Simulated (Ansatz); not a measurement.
Wanted: the native input for an Ansatz 0.2.0 run.

- Task: single point
- Functional: PBE
- Potentials or basis: Ansatz PAW
- Cutoff: 420 eV (not typed: the program's choice for these potentials)
- k mesh: 7 × 7 × 7
- Occupations: gaussian, width 0.023 eV
- Spin: no spin polarisation

The system is Cu3Au (Auricupride).

```
Au Cu
1.0
     3.74000    0.00000    0.00000
     0.00000    3.74000    0.00000
     0.00000    0.00000    3.74000
Au Cu
1 3
Direct
  0.00000 0.00000 0.00000
  0.50000 0.50000 0.00000
  0.50000 0.00000 0.50000
  0.00000 0.50000 0.50000
```

The input as run:

input.yaml

```yaml
crystal:
  lattice:
    - [3.74, 0.0, 0.0]
    - [0.0, 3.74, 0.0]
    - [0.0, 0.0, 3.74]
  atoms:
    - { symbol: Au, position: [0.0, 0.0, 0.0] }
    - { symbol: Cu, position: [0.5, 0.5, 0.0] }
    - { symbol: Cu, position: [0.5, 0.0, 0.5] }
    - { symbol: Cu, position: [0.0, 0.5, 0.5] }
hamiltonian:
  xc: pbe
  pseudopotentials: { kind: paw }
kpoints:
  mp_grid: { grid: [7, 7, 7] }
scf:
  occupations: { method: gaussian, width: 0.023 }
output:
  forces: true
  stress: true
  eigenvalues: true
```

Potentials or basis: Ansatz PAW.

Command:

```console
$ ansatz run input.yaml --threads 2 --pin off --max-ram 5632MiB --backend cpu --events-out ev --progress --plain --runs-dir out
```

It gave:

```yaml
Pressure: 5.0 GPa
Band_gap_on_the_k_mesh: none (metal or under the smearing width)
```

Run time: 1.4 s on 2 threads of Arm Neoverse V2 (shared host), peak memory 0.34 GiB.
